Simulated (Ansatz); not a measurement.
# Pressure series in LaAlO3

Take LaAlO₃ (space group R-3c, No. 167; a = 5.412 Å, c = 13.193 Å (hexagonal axes)) as the base.

Cell and atoms are relaxed at each pressure.

All numbers come from Ansatz (a program for electronic structure) PBE, no spin-orbit coupling, earlier PAW set.

Candidates:
(a) pressure 4.2 GPa
(b) pressure 30 GPa
(c) pressure 60 GPa
(d) pressure −2 GPa

For the base:

Band gap: 4.02 eV

Question: Order them by band gap, highest first.

Answer: (d) pressure −2 GPa (4.03 eV), (a) pressure 4.2 GPa (4.00 eV), (b) pressure 30 GPa (3.77 eV), (c) pressure 60 GPa (3.71 eV)

Load acts through the strain it causes; cell and atoms are relaxed under it. No phonon test of stability was made. No other phases were tried under pressure. Along this pressure series the structure jumps between pressure 30 GPa and pressure 45 GPa; cells beyond that are another form of it.
